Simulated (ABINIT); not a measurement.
A run of ABINIT 10.8.3 (patched build) is set up as follows.

File run.abi:

```
ndtset 2

pp_dirpath "./"
pseudos "Zn.GGA_PBE-JTH.xml, S.GGA_PBE-JTH.xml"

acell 3*1.0
rprim
     0.0000000000     5.1060399887     5.1060399887
     5.1060399887     0.0000000000     5.1060399887
     5.1060399887     5.1060399887     0.0000000000
ntypat 2
znucl 30 16
natom 2
typat 1 2
xred
     0.7500000000     0.7500000000     0.7500000000
     0.0000000000     0.0000000000     0.0000000000

ecut 20.0
pawecutdg 40.0

ixc 11

occopt 3
tsmear 0.05 eV

nstep 100

iomode 3
prtwf 0
prteig 0
prtebands 0
enunit 2
prtden1 1
prtvha1 1
prtvclmb1 1
prtpot1 1

kptopt1 1
ngkpt1 9 9 9
nshiftk1 1
shiftk1 0.0 0.0 0.0
nband1 13
tolvrs1 1.0e-9

iscf2 -2
getden2 1
nband2 17
nbdbuf2 2
tolwfr2 1.0e-12
kptopt2 -9
ndivsm2 5
prteig2 1
prtvol2 -3
kptbounds2
     0.0000000000     0.0000000000     0.0000000000
     0.5000000000     0.0000000000     0.5000000000
     0.5000000000     0.2500000000     0.7500000000
     0.3750000000     0.3750000000     0.7500000000
     0.0000000000     0.0000000000     0.0000000000
     0.5000000000     0.5000000000     0.5000000000
     0.6250000000     0.2500000000     0.6250000000
     0.5000000000     0.2500000000     0.7500000000
     0.5000000000     0.5000000000     0.5000000000
     0.3750000000     0.3750000000     0.7500000000
```

Potentials or basis: JTH PAW PBE v2.0.

Command:

```console
$ abinit run.abi > log 2>&1
```

(1) Estimate the band gap on the k mesh.

Answers

(1) 2.10 eV, direct.

**What was measured.**

“Electronic, vibrational, and thermodynamic properties of ZnS (zincblende and rocksalt structure)”, 2009, arxiv:0911.5022 quotes, for a bulk crystal of ZnS at 19 K: band gap 3.85 eV (direct).

Against the measured gap of ZnS, 3.85 eV (direct; 19 K; quoted in “Electronic, vibrational, and thermodynamic properties of ZnS (zincblende and rocksalt structure)”, 2009, arxiv:0911.5022), the calculated 2.10 eV is off by -1.75 eV. The value is that of PBE, without temperature or zero-point motion. Semilocal functionals fall short of measured gaps as a rule.
